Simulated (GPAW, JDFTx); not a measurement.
Given: the input of a run of JDFTx 1.7.0 (patched build) on Ag (Silver). 

Contents of Ag.in:

```
lattice \
    0.0000000000     3.8602380411     3.8602380411 \
    3.8602380411     0.0000000000     3.8602380411 \
    3.8602380411     3.8602380411     0.0000000000
coords-type Lattice
ion Ag     0.0000000000     0.0000000000     0.0000000000 1

ion-species pseudo/Ag.upf
elec-cutoff 41
elec-ex-corr gga-PBE
kpoint-folding 11 11 11
elec-smearing Fermi 0.0018374661
elec-n-bands 15
electronic-SCF nIterations 100 energyDiffThreshold 1e-08
electronic-minimize nIterations 30 energyDiffThreshold 1e-7
converge-empty-states yes
forces-output-coords Cartesian

dump-name run.$VAR
dump End Ecomponents EigStats BandEigs Kpoints Forces Stress ElecDensity Dtot KEdensity
```

Potentials or basis: PseudoDojo-SR-PBE-0.5-standard.

Launch:

```sh
$ jdftx -c 1 -i Ag.in -o Ag.out
```

What does the same run look like in GPAW 26.7.0 (ASE script)? Potentials or basis there: GPAW PAW data sets (gpaw-data 1.2.1), cutoff 600 eV.

As run (cutoffs and basis follow the program's own potentials, and thresholds, step limits or extra output files can differ):

run.py

```python
from ase import Atoms
from ase.dft.bandgap import bandgap
from ase.io import write
from ase.units import Bohr, GPa
from gpaw import GPAW, PW
from gpaw.elf import elf_from_dft_calculation

atoms = Atoms(['Ag'],
              cell=[[0.0, 2.04275, 2.04275],
                    [2.04275, 0.0, 2.04275],
                    [2.04275, 2.04275, 0.0]],
              scaled_positions=[[0.0, 0.0, 0.0]],
              pbc=True)

calc = GPAW(mode=PW(600),
            xc='PBE',
            kpts={'size': (11, 11, 11), 'gamma': True},
            occupations={'name': 'fermi-dirac', 'width': 0.05},
            nbands=18,
            convergence={'density': 1e-05, 'energy': 1e-05},
            maxiter=150,
            txt='gpaw.txt')
atoms.calc = calc
energy = atoms.get_potential_energy()
forces = atoms.get_forces()
stress = atoms.get_stress()
calc.write('gs.gpw')
write('result.traj', atoms)
print(f'Energy: {energy:.6f} eV')
print('Forces (eV/A):')
print(forces.round(4))
print('Stress (GPa):', (stress / GPa).round(3))
print('Fermi level:', round(calc.get_fermi_level(), 4), 'eV')
print(f'Gap: {bandgap(calc)[0]:.4f} eV, direct: {bandgap(calc, direct=True)[0]:.4f} eV')

# fields on the real-space grid
write('density.cube', atoms, data=calc.get_pseudo_density() * Bohr**3)
write('potential.cube', atoms, data=calc.get_electrostatic_potential())
write('elf.cube', atoms, data=elf_from_dft_calculation(calc).data)
```

Potentials or basis: GPAW PAW data sets (gpaw-data 1.2.1), pw.

Launch:

```bash
$ OMP_NUM_THREADS=1 python run.py
```

Both were run:

|  | JDFTx | GPAW |
| --- | --- | --- |
| Pressure | 4.3 GPa | 4.3 GPa |

The potentials hold 19 and 17 valence electrons a cell.

Pressure is positive in compression.
